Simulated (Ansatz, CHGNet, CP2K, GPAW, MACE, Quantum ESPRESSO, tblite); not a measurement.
# Quantum ESPRESSO on P6_3/mmc (COD entry) MoS2, displaced supercell (54 atoms): settings compared

How far do other settings of Quantum ESPRESSO move the forces in P6_3/mmc (COD entry) MoS2, displaced supercell (54 atoms)? One run of the same program serves as the yardstick.

Main program and level: Quantum ESPRESSO 7.5; the method is named at each step.

The database entry behind the starting cell differs from later determinations by our own check (about 0.3 % long), so it need not match the best structure at ambient conditions.

### 1. The starting structure

The cell holds 54 atoms: 18 Mo and 36 S. Cell: a = 9.507 Å, b = 9.507 Å, c = 12.324 Å, α = 90.0°, β = 90.0°, γ = 120.0°. It derives from MoS2 (P6_3/mmc (measured, COD)), repeated 3×3×1. P6_3/mmc (COD entry) MoS2 (cell 3.169, 3.169, 12.32, 90, 90, 120), 3 x 3 x 1 conventional cells; every coordinate displaced by a Gaussian of 0.05 Å. Then every atom was moved at random, 0.02 Å r.m.s. a Cartesian component.

The yardstick, on the same geometry:

* method: Kohn-Sham DFT, PBE, SSSP efficiency 1.3.0 pseudopotentials, plane waves (Quantum ESPRESSO 7.5); sssp-pbe-1.3.0-efficiency, cutoffs 45/360 Ry, Γ point
* r.m.s. force component: 1.188 eV/Å
* longest force: 4.818 eV/Å
* pressure: 4.529 GPa
* gap (highest filled to lowest empty level): 0.8429 eV
* time: 3.4 min on 2 MPI ranks of Arm Neoverse V1, shared host
* CPU time: 6.8 min

### 2. PBE, gbrv-1.5, 40/200 Ry

Method: Kohn-Sham DFT, PBE, GBRV 1.5 ultrasoft pseudopotentials, plane waves.

pw.in

```
&control
  calculation = 'scf'
  pseudo_dir = './pseudo'
  outdir = './tmp'
  disk_io = 'none'
  tprnfor = .true.
  tstress = .true.
/
&system
  ibrav = 0
  nat = 54
  ntyp = 2
  ecutwfc = 40
  ecutrho = 200
  nosym = .true.
  occupations = 'smearing'
  smearing = 'fd'
  degauss = 0.003675
/
&electrons
  conv_thr = 2.7e-07
  electron_maxstep = 100
  mixing_beta = 0.2
  mixing_mode = 'local-TF'
  diagonalization = 'david'
/
ATOMIC_SPECIES
Mo 95.950 Mo.upf
S 32.060 S.upf
CELL_PARAMETERS angstrom
9.50700 0.00000 0.00000
-4.75350 8.23330 0.00000
0.00000 0.00000 12.32400
ATOMIC_POSITIONS crystal
Mo 0.11634 0.22549 0.24621
Mo 0.21671 0.10681 0.73925
S 0.11170 0.21164 0.62593
S 0.21442 0.10675 0.12279
S 0.23034 0.12290 0.36870
S 0.11276 0.22635 0.87597
Mo 0.11714 0.55776 0.25082
Mo 0.22389 0.44286 0.74743
S 0.12045 0.56325 0.61984
S 0.22762 0.44965 0.11977
S 0.23682 0.45738 0.37630
S 0.11672 0.56369 0.87694
Mo 0.12325 0.89579 0.24083
Mo 0.21086 0.76400 0.75115
S 0.10446 0.89131 0.61748
S 0.21537 0.77486 0.12717
S 0.22517 0.78416 0.37715
S 0.12179 0.89267 0.87477
Mo 0.44373 0.22129 0.24654
Mo 0.55546 0.10974 0.75631
S 0.44910 0.21711 0.61961
S 0.54514 0.10257 0.12670
S 0.55883 0.10184 0.37549
S 0.44580 0.22286 0.87243
Mo 0.44376 0.54956 0.25982
Mo 0.55648 0.44448 0.75201
S 0.45393 0.55622 0.62691
S 0.55427 0.44681 0.12698
S 0.55034 0.44400 0.37923
S 0.44906 0.56042 0.87463
Mo 0.45603 0.89318 0.25398
Mo 0.55971 0.77246 0.74920
S 0.44301 0.89009 0.62270
S 0.54841 0.77449 0.11826
S 0.54712 0.77892 0.37243
S 0.44848 0.88421 0.87762
Mo 0.77389 0.21511 0.25264
Mo 0.89314 0.11080 0.74921
S 0.78007 0.22206 0.61506
S 0.89830 0.11720 0.12215
S 0.89036 0.12091 0.36275
S 0.77179 0.22062 0.87581
Mo 0.78495 0.55964 0.25897
Mo 0.88732 0.43314 0.74839
S 0.77960 0.55033 0.62801
S 0.88489 0.44027 0.12105
S 0.88277 0.44651 0.37643
S 0.77543 0.54536 0.87746
Mo 0.77171 0.88706 0.25091
Mo 0.89654 0.78108 0.75194
S 0.78321 0.89127 0.62168
S 0.88500 0.77348 0.12770
S 0.89827 0.77874 0.37750
S 0.77232 0.88447 0.87438
K_POINTS gamma
```

Command:

```console
> OMP_NUM_THREADS=1 mpirun -np 2 pw.x -in pw.in > output.txt
```

Output:

```text
Program PWSCF
     gamma-point specific algorithms are used
     Parallelization info
     sticks:   dense  smooth     PW     G-vecs:    dense   smooth      PW
     Min        2223    1785    444               155459   111265   13900
     Max        2224    1786    445               155464   111266   13903
     Sum        4447    3571    889               310923   222531   27803
     bravais-lattice index     =            0
     lattice parameter (alat)  =      17.9656  a.u.
     unit-cell volume          =    6509.7712 (a.u.)^3
     number of atoms/cell      =           54
     number of atomic types    =            2
     number of electrons       =       468.00
     number of Kohn-Sham states=          281
     kinetic-energy cutoff     =      40.0000  Ry
     charge density cutoff     =     200.0000  Ry
     scf convergence threshold =      2.7E-07
     mixing beta               =       0.2000
     number of iterations used =            8  local-TF  mixing
     Exchange-correlation=  SLA  PW   PBX  PBC
                           (   1   4   3   4   0   0   0)
     crystal axes: (cart. coord. in units of alat)
               a(1) = (   1.000000   0.000000   0.000000 )
               a(2) = (  -0.500000   0.866025   0.000000 )
               a(3) = (   0.000000   0.000000   1.296308 )
     reciprocal axes: (cart. coord. in units 2 pi/alat)
               b(1) = (  1.000000  0.577351 -0.000000 )
               b(2) = (  0.000000  1.154701  0.000000 )
               b(3) = (  0.000000 -0.000000  0.771422 )
     PseudoPot. # 1 for Mo:
     Pseudo is Ultrasoft + core correction, Zval = 14.0
     PseudoPot. # 2 for S :
     Pseudo is Ultrasoft + core correction, Zval =  6.0
     atomic species   valence    mass     pseudopotential
     Mo               14.00    95.95000     Mo( 1.00)
     S                 6.00    32.06000     S ( 1.00)
     No symmetry found
   Cartesian axes
     number of k points=     1  Fermi-Dirac smearing, width (Ry)=  0.0037
                       cart. coord. in units 2pi/alat
        k(    1) = (   0.0000000   0.0000000   0.0000000), wk =   2.0000000
     Dense  grid:   155462 G-vectors     FFT dimensions: (  81,  81, 108)
     Smooth grid:   111266 G-vectors     FFT dimensions: (  75,  75,  96)
     Initial potential from superposition of free atoms
     starting charge     467.9795, renormalised to     468.0000
     Starting wfcs are  378 randomized atomic wfcs
     Self-consistent Calculation
     iteration #  1     ecut=    40.00 Ry     beta= 0.20
     Threshold (ethr) on eigenvalues was too large:
     Diagonalizing with lowered threshold
     total energy              =   -3379.28460307 Ry
     estimated scf accuracy    <       2.29430657 Ry
     iteration #  2     ecut=    40.00 Ry     beta= 0.20
     total energy              =   -3378.38270364 Ry
     estimated scf accuracy    <       1.86759270 Ry
     iteration #  3     ecut=    40.00 Ry     beta= 0.20
     total energy              =   -3378.80679867 Ry
     estimated scf accuracy    <       0.17796537 Ry
     iteration #  4     ecut=    40.00 Ry     beta= 0.20
     total energy              =   -3378.82537607 Ry
     estimated scf accuracy    <       0.02890175 Ry
     iteration #  5     ecut=    40.00 Ry     beta= 0.20
     c_bands:  2 eigenvalues not converged
     total energy              =   -3378.82376818 Ry
     estimated scf accuracy    <       0.01898426 Ry
     iteration #  6     ecut=    40.00 Ry     beta= 0.20
     total energy              =   -3378.82555896 Ry
     estimated scf accuracy    <       0.00469365 Ry
[...]
total energy              =   -3378.82619025 Ry
[...]
iteration # 15     ecut=    40.00 Ry     beta= 0.20
     total energy              =   -3378.82619020 Ry
     estimated scf accuracy    <       0.00000053 Ry
     iteration # 16     ecut=    40.00 Ry     beta= 0.20
     total energy              =   -3378.82619028 Ry
     estimated scf accuracy    <       0.00000028 Ry
     iteration # 17     ecut=    40.00 Ry     beta= 0.20
     End of self-consistent calculation
          k = 0.0000 0.0000 0.0000 ( 13902 PWs)   bands (ev):
   -50.4492 -50.4412 -50.4334 -50.4243 -50.4226 -50.4187 -50.4063 -50.4005
   -50.3985 -50.3965 -50.3954 -50.3919 -50.3897 -50.3878 -50.3740 -50.3712
   -50.3649 -50.3510 -24.7176 -24.6996 -24.6882 -24.6832 -24.6775 -24.6747
   -24.6704 -24.6691 -24.6618 -24.6571 -24.6514 -24.6459 -24.6393 -24.6369
   -24.6357 -24.6266 -24.6224 -24.6196 -24.6184 -24.6169 -24.6063 -24.6030
   -24.6024 -24.5979 -24.5952 -24.5856 -24.5829 -24.5779 -24.5706 -24.5689
[...]
12.8344  12.8673  12.8940  12.9375  13.0392  13.0712  13.0858  13.1462
    13.1719  13.2017  13.2353  13.2571  13.3030  13.3311  13.3664  13.3889
    13.4393  13.5018  13.5345  13.5946  13.6182  13.7591  13.8305  13.8339
    13.8702
     the Fermi energy is    11.4635 ev
!    total energy              =   -3378.82619010 Ry
     estimated scf accuracy    <       0.00000025 Ry
     smearing contrib. (-TS)   =      -0.00004053 Ry
     internal energy E=F+TS    =   -3378.82614957 Ry
     The total energy is F=E-TS. E is the sum of the following terms:
     one-electron contribution =   -1568.65294496 Ry
     hartree contribution      =     986.29754470 Ry
     xc contribution           =    -654.17501071 Ry
     ewald contribution        =   -2142.29573859 Ry
     convergence has been achieved in  17 iterations
     Forces acting on atoms (cartesian axes, Ry/au):
     atom    1 type  1   force =    -0.02014428    0.04435405    0.00467288
     atom    2 type  1   force =     0.08723849    0.01055180    0.12443293
     atom    3 type  2   force =    -0.05383817    0.05419269   -0.06274102
     atom    4 type  2   force =     0.03371895    0.04673268   -0.04915331
     atom    5 type  2   force =    -0.00462906   -0.04220476    0.03541089
     atom    6 type  2   force =     0.01548942   -0.01943436   -0.01735085
[...]
atom   52 type  2   force =     0.00216451    0.00981849   -0.00386893
     atom   53 type  2   force =    -0.00925765    0.04132220   -0.00898343
     atom   54 type  2   force =     0.03725292    0.01825316    0.01108513
     Total force =     0.587053     Total SCF correction =     0.001362
     Computing stress (Cartesian axis) and pressure
          total   stress  (Ry/bohr**3)                   (kbar)     P=       43.27
   0.00026356  -0.00004659   0.00001780           38.77       -6.85        2.62
  -0.00004659   0.00027229  -0.00009741           -6.85       40.06      -14.33
   0.00001780  -0.00009741   0.00034653            2.62      -14.33       50.98
     Message from routine punch:
     Nothing written, as per user request (disk_io='none')
```

Wall time 2.7 min (2 MPI ranks of Arm Neoverse V1, shared host); peak memory 1.1 GiB; 5.5 min of CPU time.

Banners, paths, timers and routine set-up lines are dropped from the logs unmarked, and long logs keep their key lines alone; longer cuts are marked.

Against the reference:

```
r.m.s. force component                           : 1.186 eV/Å
r.m.s. difference of force components            : 8.678 meV/Å
longest difference of force vectors              : 22.28 meV/Å
force difference over r.m.s. force               : 0.7303 %
slope of forces against the reference's          : 0.9979
correlation of force components                  : 1
gap (highest filled to lowest empty level) : 0.8373 eV
gap difference                                   : -0.0056 eV
pressure                                         : 4.327 GPa
pressure difference                              : -0.2017 GPa
```

Length of the force difference by element (eV/Å):

| element | atoms | mean | most |
| --- | --- | --- | --- |
| Mo | 18 | 0.0057 | 0.012 |
| S | 36 | 0.018 | 0.022 |

Levels nearest the highest filled one (eV from it): -1.57, -1.50, -1.43, -1.40, -1.38, -1.19, -1.05, -0.74, -0.70, -0.57, -0.54, 0.00, 0.84, 0.90, 0.93, 0.97, 1.22, 1.26, 1.27, 1.31, 1.33, 1.37, 1.40, 1.41.

Local excerpt of 13 atoms (numbers count through the whole input) about Mo25, which bears the longest force; x, y, z are measured from there.

```
atom      x      y      z  distance (Å)  bonds     Fx     Fy  Fz (eV/Å)
Mo25   0.00   0.00   0.00          0.00      6  -0.18   2.19      -4.28
 S11  -1.53  -0.76   1.44          2.23      3  -1.57  -1.67       1.10
 S29   1.52  -0.87   1.47          2.28      3   1.34  -0.60       0.52
 S35  -0.11   1.89   1.39          2.35      3   1.87  -0.34       1.95
 S28   1.54  -0.85  -1.64          2.40      3   0.68   0.19       0.33
 S10  -1.58  -0.82  -1.73          2.48      3   0.18   0.04       0.92
 S34  -0.07   1.85  -1.74          2.55      3   0.74  -0.19       1.31
 Mo1  -1.57  -2.67  -0.17          3.10      6  -0.52   1.14       0.12
Mo19   1.56  -2.70  -0.16          3.13      6   0.45   0.24       0.51
 Mo7  -3.14   0.07  -0.11          3.15      6  -1.27  -0.60      -0.13
Mo49   1.51   2.78  -0.11          3.17      6   1.24   0.18      -1.02
Mo43   3.20   0.08  -0.01          3.20      6  -1.71  -0.83      -2.60
Mo31  -1.52   2.83  -0.07          3.21      6  -3.24  -1.85      -2.42
```

Forces lie 0.73 % from the reference's, at 0.81 times its CPU time.

### 3. What came out

- force difference from the reference: QE PBE, gbrv-1.5, 40/200 Ry, 0.73 %
- its CPU time: 5.5 min

PBE on plane waves or a grid with other potentials, cutoffs or grids differs from the reference by 0.73 % (QE PBE, gbrv-1.5, 40/200 Ry) of the r.m.s. force; this holds the reference's own error, so differences of a few per cent don't tell which side is nearer the exact PBE result. PBE gaps agree with the reference's 0.843 eV within 0.006 eV. These are spacings on the run's k-points, which needn't hold the band edges. The reference's pressure holds the uncorrected Pulay stress of its 45 Ry basis, so small pressure differences, and their order, may be the reference's own error. The reference's pressure of 4.5 GPa belongs to a cell and atoms that aren't relaxed at this level. The runs have no spin polarisation, so any moments at edges, vacancies or dangling bonds can't form. The electronic-structure runs sample only Γ, in a cell whose shortest periodic width is 8 Å.

[Also dropped from logs without a mark: logging warnings of Python, and SIESTA's first energy breakdown and zero terms.]

[Logs are printed without paths, hosts, clocks, repeated set-up lines and the standing remarks that a program may print on its own settings, such as how far it seeks lower states.]

[Hosts, paths, dates, database ids (printed as entryN), source tags and the programs' standing remarks are cut or masked in the printed files.]
